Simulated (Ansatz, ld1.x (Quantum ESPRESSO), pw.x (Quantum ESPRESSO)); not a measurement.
**From atom to crystal: ultrasoft potential for Cu**

```json
{"Element": "copper (Cu)", "Generator": "ld1.x (Quantum ESPRESSO) 7.5", "Type": "ultrasoft", "Functional": "PBE", "Relativity": "scalar-relativistic", "Frozen core": "[Ar]", "Valence charge": "11", "Reference configuration": "3d10 4s0.5 4p0.5", "Partial waves": "4s (bound): rcut 1.76, rcutus 2.34 bohr; 4s channel at 1.5 Ry: rcut 1.76, rcutus 2.34 bohr; 4p (bound): rcut 3.32, rcutus 3.48 bohr; 4p channel at 2.65 Ry: rcut 3.32, rcutus 3.48 bohr; 3d (bound): rcut 1.12, rcutus 1.42 bohr; 3d channel at 1.85 Ry: rcut 1.12, rcutus 1.42 bohr; 4f channel at 0.05 Ry: rcut 2.64, rcutus 2.84 bohr", "Local potential": "all-electron potential smoothed inside 3.14 bohr (lloc = -1)", "Core correction": "none", "Augmentation charge": "PSQ, inside the norm-conserving radii"}
```

Crystal test: sc Cu in pw.x 7.5, no spin, 14³ k-points, Fermi–Dirac smearing 0.01 Ry, cutoffs 110/880 Ry. The reference is all-electron LAPW (Ansatz 0.2.0) with the same functional, mesh and smearing; V0 and B0 come from Birch–Murnaghan fits to the pressures at five volumes. Errors are pseudo minus all-electron; Δ is the rms difference of the E(V) curves that follow from these fits, minima aligned, over ±6 % about the mean V0. Mesh and smearing are coarse, so the numbers serve the comparison and aren't converged zero-temperature values; the lattice is a test structure that the element need not adopt.

```tsv
V (Å³/atom)	P all-electron (GPa)	P pseudo (GPa)
13.289	5.56	14.66
13.638	2.40	11.66
13.988	-0.32	8.91
14.338	-2.66	6.31
14.687	-4.67	3.71
```

All-electron: a0 = 2.407 Å (V0 = 13.94 Å³/atom), B0 = 102.4 GPa.

Pseudopotential: mean pressure error (GPa): +8.99. The pressure does not cross zero within the volumes sampled, so no fit is given. The largest radius (3.48 bohr) exceeds half the bond length (2.28 bohr), so the spheres overlap, which is one possible source of error among others. This is a poor potential for the solid. The atomic tests give no hint of an error of this size, and its cause was not traced.

**Question.** At the middle volume, how do free energy and pressure move when the wave cutoff is lowered (ecutrho held at 880 Ry)?

**Answer.**

| cutoff (Ry) | shift of F (meV/atom) | shift of P (GPa) |
| --- | --- | --- |
| 50 | +262.7 | -16.88 |
| 66 | +75.5 | -1.25 |
| 88 | +4.1 | -0.28 |

The run at the middle volume (120 k-points, 21 iterations) took about 58 s on one core of a shared host (Neoverse-V2, 96 threads, 742 GiB, load 24).
